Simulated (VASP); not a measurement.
SiC in VASP 6.6.1, single-point calculation

INCAR

```
PREC = Accurate
LCHARG = .FALSE.
NBANDS = 11
ISMEAR = 0
LASPH = .TRUE.
EDIFF = 1E-7
GGA = CA
SIGMA = 0.2
NELM = 120
LREAL = .FALSE.
LWAVE = .FALSE.
ISIF = 2
ENCUT = 520
IBRION = -1
NSW = 0
```

KPOINTS

```
KPOINTS created by Atomic Simulation Environment
0
Gamma
10 10 10
0 0 0
```

POSCAR

```
Si C
 1.0000000000000000
    -0.0000000000000000    2.0138689652489350    2.0138689652489350
     2.0138689652489350    0.0000000000000000    2.0138689652489350
     2.0138689652489350    2.0138689652489350   -0.0000000000000000
 Si  C
   1   1
Cartesian
  0.0000000000000000  0.0000000000000000  0.0000000000000000
  2.0138689652489346  2.0138689652489346  2.0138689652489346
```

The recommended LDA PAW datasets give the neutral cell 8 valence electrons.

Command

```
mpirun -np 1 vasp_std
```

Task: How does this run end, and what does it give?

Result: It converged. Results: gap between bands v and c on the k mesh -0.91 eV (bands overlap: a metal); least direct gap on the k mesh 3.52 eV; pressure -2.9 GPa. Band v is the last that the valence electrons fill when counted band by band, and c is the next.

OSZICAR

```
N       E                     dE             d eps       ncg     rms          rms(c)
DAV:   1     0.486280054153E+00    0.48628E+00   -0.39582E+03  1109   0.616E+02
DAV:   2    -0.164333959161E+02   -0.16920E+02   -0.16058E+02  1301   0.109E+02
DAV:   3    -0.168598126928E+02   -0.42642E+00   -0.42540E+00  1261   0.130E+01
DAV:   4    -0.168607318202E+02   -0.91913E-03   -0.91907E-03  1150   0.765E-01
DAV:   5    -0.168607341451E+02   -0.23249E-05   -0.23264E-05  1224   0.345E-02    0.863E+00
DAV:   6    -0.153366459315E+02    0.15241E+01   -0.53718E+00  1109   0.105E+01    0.369E+00
DAV:   7    -0.153094146178E+02    0.27231E-01   -0.33941E-01  1178   0.337E+00    0.150E+00
DAV:   8    -0.153037134696E+02    0.57011E-02   -0.10395E-02  1076   0.634E-01    0.333E-01
DAV:   9    -0.153028864096E+02    0.82706E-03   -0.22150E-03  1108   0.229E-01    0.117E-01
DAV:  10    -0.153028833725E+02    0.30371E-05   -0.80627E-05  1136   0.619E-02    0.400E-02
DAV:  11    -0.153028835086E+02   -0.13615E-06   -0.22171E-06  1193   0.130E-02    0.272E-03
DAV:  12    -0.153028834428E+02    0.65811E-07   -0.45534E-07  1097   0.300E-03
   1 F= -.15302883E+02 E0= -.15299304E+02  d E =-.715907E-02
```

These settings aren't sound, so the numbers aren't properties of the crystal.

On sound settings LDA gives a gap of -0.92 eV on its mesh and a pressure of -3.6 GPa for the intended cell.
